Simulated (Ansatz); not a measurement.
## SiS₂: a workflow

Level of theory: DFT, r²SCAN, scalar-relativistic, no spin polarisation; plane waves to 500 eV with PAW datasets (Ansatz 0.2.0), Γ-centred 6×6×6 mesh, 0.05 eV Gaussian smearing. The datasets are Ansatz's generated set soft_2.

The chain of runs began from a cell as deposited in COD, expanded in volume. The relaxation kept the space group but changed the cell's proportions, one axis by 4 % at equal volume, so the results may not describe the measured structure.

The first cell:

```yaml
crystal:
  lattice:
    - [-2.83439, 4.80090, 2.77920]
    - [2.83439, -4.80090, 2.77920]
    - [2.83439, 4.80090, -2.77920]
  atoms:
    - { symbol: Si, position: [0.75000, 0.75000, 0.00000] }
    - { symbol: Si, position: [0.25000, 0.25000, 0.00000] }
    - { symbol: S, position: [0.88300, 0.78300, 0.66600] }
    - { symbol: S, position: [0.11700, 0.21700, 0.33400] }
    - { symbol: S, position: [0.38300, 0.71700, 0.10000] }
    - { symbol: S, position: [0.61700, 0.28300, 0.90000] }
```

The steps in volume:

```csv
run,level,k-mesh,kind,V (Å³/atom),P (GPa),E − E(final) (meV/atom),gap on the mesh (eV)
1,"PBE, 420 eV",6×6×6,cell and atoms relaxed,31.11,0.1,–,3.06
2,r²SCAN,6×6×6,"shape and atoms relaxed, volume fixed",31.11,-0.3,6.5,3.52
3,r²SCAN,6×6×6,"shape and atoms relaxed, volume fixed",30.98,-0.2,5.0,3.54
4,r²SCAN,6×6×6,"shape and atoms relaxed, volume fixed",30.65,-0.2,4.4,3.53
5,r²SCAN,6×6×6,"shape and atoms relaxed, volume fixed",29.11,-0.1,2.6,3.50
6,r²SCAN,6×6×6,"shape and atoms relaxed, volume fixed",27.97,0.0,2.0,3.40
7,r²SCAN,6×6×6,"shape and atoms relaxed, volume fixed",28.02,-0.2,0.3,3.45
8,r²SCAN,6×6×6,"shape and atoms relaxed, volume fixed",27.97,-0.2,0.3,3.45
9,r²SCAN,6×6×6,"shape and atoms relaxed, volume fixed",27.77,-0.2,0.0,3.44
```

At this volume the pressure is -0.19 GPa; it isn't quite the equilibrium of this level of theory.

The final structure (symmetry read at 0.01 Å). It takes space group Ibam (No. 72, orthorhombic). Conventional cell: a = 6.064 Å, b = 9.890 Å, c = 5.557 Å, α = 90.00°, β = 90.00°, γ = 90.00°. Si (site symmetry 222) is surrounded by 4 S at 2.14 Å. Around S (site symmetry m) lie 2 Si at 2.14 Å. (Neighbours are counted to 15 % beyond the shortest distance.)

```tsv
atom	site	symmetry	x	y	z
Si	4a	222	0.0000	0.0000	0.7500
S	8j	..m	0.8090	0.8853	0.0000
```

At the final geometry the gap, band path included, is 3.39 eV. The runs in the table took roughly 17 core-minutes.

**Why it comes out so.**

Within 0.6 eV of the edges the projected states are 100 % S 3p at the top of the valence band and 44 % S 3p at the bottom of the conduction band. The conduction edge mixes several shells, so no single label fits the gap.

Semilocal functionals underestimate band gaps, commonly by a third or more. The structure is built of weakly bound chains, and this functional has no dispersion term, so their spacing and all that hangs on it (volume, the soft elastic constants, low modes, dielectric constants) are poorly given.

For this crystal the k-mesh misses a band edge: under r²SCAN at the relaxed cell a band path gives a gap of 3.39 eV where the mesh alone gives 3.44 eV, so gaps on the mesh are upper bounds.
